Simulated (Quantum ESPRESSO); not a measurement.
## ScAl3: zone-centre phonons under several settings

```
Sc Al
1.0
     4.08781    0.00000    0.00000
     0.00000    4.08781    0.00000
     0.00000    0.00000    4.08781
Sc Al
1 3
Direct
  0.00000 0.00000 0.00000
  0.50000 0.50000 0.00000
  0.00000 0.50000 0.50000
  0.50000 0.00000 0.50000
```

The cell is a database's computed one.

All runs used Quantum ESPRESSO 7.5; potentials GBRV 1.5 LDA; k mesh 7 × 7 × 7; no spin polarisation; cutoff 612 eV; occupations cold, width 0.2 eV.

```tsv
level	geometry	volume (Å³/atom)	pressure (GPa)	lowest optical mode without the field (cm⁻¹)	highest optical mode without the field (cm⁻¹)
LDA	relaxed at -3 GPa	?	-3.0	?	?
LDA	relaxed at 0 GPa	16.35	0.0	246	346
LDA	relaxed at 3 GPa	15.88	3.0	259	362
LDA	relaxed at 8 GPa	15.23	8.0	276	386
LDA	relaxed at 15 GPa	14.49	15.0	298	415
```

What stands in the row left open?

Volume 16.90 Å³/atom; lowest optical mode without the field 233 cm⁻¹; highest optical mode without the field 328 cm⁻¹.

Caveats: the mesh is thin for the phonons of a metal; the cell is more than 3 GPa from zero pressure, which shifts response properties (some runs); the volume moved by over 15 % at a fixed basis, so the end points are rough (some runs).

For the row left open. Caveat: the mesh is thin for the phonons of a metal; the cell is more than 3 GPa from zero pressure, which shifts response properties.
